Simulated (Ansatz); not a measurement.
## LiH: a sublattice moved along a line

Theory: DFT PBE, scalar-relativistic, plane waves, PAW (Ansatz). The runs took a 420 eV cutoff, a Γ-centred 10×10×10 mesh and Gaussian smearing (0.05 eV). No spin polarisation. Energies are free energies at this smearing, counted from the undisturbed cell; pressure is positive in compression.

Zero of the scan (as given, not relaxed at this level; it stands at -1.5 GPa):

```
Li H
1.0
     0.00000    2.03250    2.03250
     2.03250    0.00000    2.03250
     2.03250    2.03250    0.00000
Li H
1 1
Direct
  0.00000 0.00000 0.00000
  0.50000 0.50000 0.50000
```

Every Li atom is moved by x along the Cartesian unit vector (0.000, -0.707, -0.707); the cell and all other atoms stay fixed.

| x (Å) | ΔE (meV/cell) | force along x on the moved atoms (eV/Å) | pressure (GPa) | gap on the mesh (eV) |
| --- | --- | --- | --- | --- |
| -0.2000 | 19.6 | 0.20 | -0.9 | 3.03 |
| -0.1000 | 4.8 | 0.10 | -1.3 | 3.02 |
| 0.0000 | 0.0 | 0.00 | -1.5 | 3.02 |
| 0.0250 | ? | -0.02 | ? | 3.02 |
| 0.0500 | 1.2 | ? | ? | 3.02 |
| 0.0750 | 2.7 | -0.07 | -1.4 | 3.02 |
| 0.1250 | 7.5 | -0.12 | -1.2 | 3.02 |
| 0.1500 | 10.9 | -0.15 | -1.1 | 3.03 |
| 0.1750 | 14.9 | -0.17 | -1.0 | 3.03 |

By symmetry 0.2000 repeats -0.2000, -0.1500 repeats 0.1500, 0.1000 repeats -0.1000, -0.0500 repeats 0.0500 in energy, with the opposite slope along the path.

Question: Give the withheld values.

Answer: ΔE (meV/cell) at x (Å) = 0.0250: 0.3; pressure (GPa) at x (Å) = 0.0250: -1.4; force along x on the moved atoms (eV/Å) at x (Å) = 0.0500: -0.05; pressure (GPa) at x (Å) = 0.0500: -1.4.